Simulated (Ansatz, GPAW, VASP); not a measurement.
## AlRu: programs and potentials compared

```
CELL_PARAMETERS angstrom
2.99160 0.00000 0.00000
0.00000 2.99160 0.00000
0.00000 0.00000 2.99160
ATOMIC_POSITIONS crystal
Ru 0.50000 0.50000 0.50000
Al 0.00000 0.00000 0.00000
```

Alike in all runs: task single point; functional PBE; k mesh 9 × 9 × 9; occupations gaussian, width 0.1 eV; no spin polarisation; no spin-orbit coupling. Pressure is positive in compression and, in plane waves, holds the error of the finite cutoff, which Ansatz's Pulay term estimates and takes out.

```tsv
program and potentials	plane-wave cutoff (eV)	notes	pressure (GPa)
Ansatz, Ansatz PAW	420	9.5 valence electrons an atom on average; Pulay term of +0.07 GPa included	2.52
GPAW, GPAW PAW data sets (gpaw-data 1.2.1)	600	9.5 valence electrons an atom on average	3.18
VASP, PBE PAW files Al, Ru, 500 eV	500	5.5 valence electrons an atom on average	2.58
Ansatz, all-electron LAPW, scalar-relativistic	-	-	2.46
```

The pressure spans 2.46 (Ansatz, all-electron LAPW, scalar-relativistic) to 3.18 GPa (GPAW, GPAW PAW data sets (gpaw-data 1.2.1)), with all-electron results at 2.46.

The functional is the same throughout but for its coding, so the spread measures potentials, basis and numerics; runs on potential files found faulty are left out.
